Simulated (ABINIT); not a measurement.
Set up this calculation in ABINIT 10.8.3 (patched build), as the native input.

| Property | Result |
| --- | --- |
| Task | equation of state |
| Functional | LDA |
| Potentials or basis | JTH PAW LDA v2.0 |
| Cutoff | 408 eV |
| k mesh | 11 × 11 × 11 |
| Occupations | fermi-dirac, width 0.05 eV |
| Spin | spin-orbit coupling, no magnetisation |
| Fine-grid cutoff | 816.342 eV |

The system is Nb.

```
Nb
1.0
    -1.66395    1.66395    1.66395
     1.66395   -1.66395    1.66395
     1.66395    1.66395   -1.66395
Nb
1
Direct
  0.00000 0.00000 0.00000
```

One way to write it, as run:

run.abi

```
# Datasets: one volume each
ndtset 7
getwfk -1
scalecart1 3*0.9795861087
scalecart2 3*0.9864848297
scalecart3 3*0.9932883884
scalecart4 3*1.0000000000
scalecart5 3*1.0066227096
scalecart6 3*1.0131594038
scalecart7 3*1.0196128224

# Pseudopotentials
pp_dirpath "./"
pseudos "Nb.LDA_PW-JTH.xml"

# Structure
acell 2.8820459413 2.8820459413 2.8820459413 Angstrom
rprim
    -0.5773502692     0.5773502692     0.5773502692
     0.5773502692    -0.5773502692     0.5773502692
     0.5773502692     0.5773502692    -0.5773502692
ntypat 1
znucl 41
natom 1
typat 1
xred
     0.0000000000     0.0000000000     0.0000000000

# Plane-wave basis
ecut 15.0
pawecutdg 30.0

# k points
kptopt 4
ngkpt 11 11 11
nshiftk 1
shiftk 0.0 0.0 0.0

# Exchange and correlation
ixc 7

# Bands and occupations
nband 22
occopt 3
tsmear 0.00183747

# Spin
nspinor 2
nspden 1
pawspnorb 1

# SCF cycle
nstep 100
tolvrs 1.0e-9

# Output
iomode 3
prtwf 1
prtden 0
prteig 0
prtebands 0
enunit 1
```

Potentials or basis: JTH PAW LDA v2.0.

Run with:

```bash
$ abinit run.abi > log 2>&1
```

Results of the run:

The equilibrium volume is 17.20 Å³/atom (rough: see the caveat). The bulk modulus is 189 GPa (rough).

Caveat: the cutoff is too short for stress, so the log's stress isn't used; pressures at fixed basis lie under the slope of the energies; the minimum lies outside the volumes run.

Run time: 2.2 min on 1 thread of Arm Neoverse V1 (shared host), peak memory 0.13 GiB.
